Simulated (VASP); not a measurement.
# HgTe: restarted molecular dynamics, 2 variants

HgTe, Cmcm (no. 63), 8 atoms in the cell. PBE, molecular dynamics; PAW potentials Hg, Te (PBE set).

| Restart from | Temperature at the end (K) | The same without a restart (K) | Potential energy at the end (eV/atom) | The same without a restart (eV/atom) | Electronic steps in the first step after the restart | Time (s) |
|---|---|---|---|---|---|---|
| CONTCAR with velocities, WAVECAR read | 809.0 | 809.0 | -1.39364 | -1.39364 | 4 | 280 |
| CONTCAR with velocities, no WAVECAR | 809.0 | 809.0 | -1.39365 | -1.39364 | 14 | 353 |

Limits: 240 fs of 8 atoms are too short for converged averages.

## Input of the first row

INCAR.step1:
```
GGA = PE ; PREC = Normal
ENCUT = 240 ; EDIFF = 1E-6
NELMIN = 4 ; NELM = 60
ALGO = Normal ; LREAL = Auto
LASPH = T ; ISMEAR = 0
SIGMA = 0.05 ; ISYM = 0
LWAVE = T ; LCHARG = F
IBRION = 0 ; NSW = 30
POTIM = 4.0 ; TEBEG = 1600
ISIF = 2 ; RANDOM_SEED = 447816 0 0
MDALGO = 2 ; SMASS = -3
KPAR = 2
```

INCAR.step2, as INCAR.step1 but for:
```
- LWAVE = T
+ LWAVE = F
```

KPOINTS:
```
k-points
0
Monkhorst-Pack
  2 2 2
```

POSCAR.step1:
```
HgTe
1.0
    5.9850360000      0.0000000000      0.0000000000
    0.0000000000      6.9338580000      0.0000000000
    0.0000000000      0.0000000000      5.7981570000
Hg Te
4 4
Direct
    0.5000000000      0.8430500000      0.2500000000
    0.5000000000      0.1569500000      0.7500000000
    0.0000000000      0.3430500000      0.2500000000
    0.0000000000      0.6569500000      0.7500000000
    0.5000000000      0.2848090000      0.2500000000
    0.5000000000      0.7151910000      0.7500000000
    0.0000000000      0.7848090000      0.2500000000
    0.0000000000      0.2151910000      0.7500000000
```

Commands (each step's output is kept before the next begins):
```
cat potpaw_PBE.64/Hg/POTCAR potpaw_PBE.64/Te/POTCAR > POTCAR
cp INCAR.step1 INCAR
cp POSCAR.step1 POSCAR
mpirun -np 2 vasp_std > vasp.out
cp CONTCAR POSCAR
cp INCAR.step2 INCAR
mpirun -np 2 vasp_std > vasp.out
```

Changes of the last row against the first:
```
(step 1)
- LWAVE = True
+ LWAVE = False
```

VASP 6.6.1 took 280 s on 2 cores (Intel Xeon Platinum 8259CL @ 2.50GHz (Skylake/Cascade Lake)), a shared host.
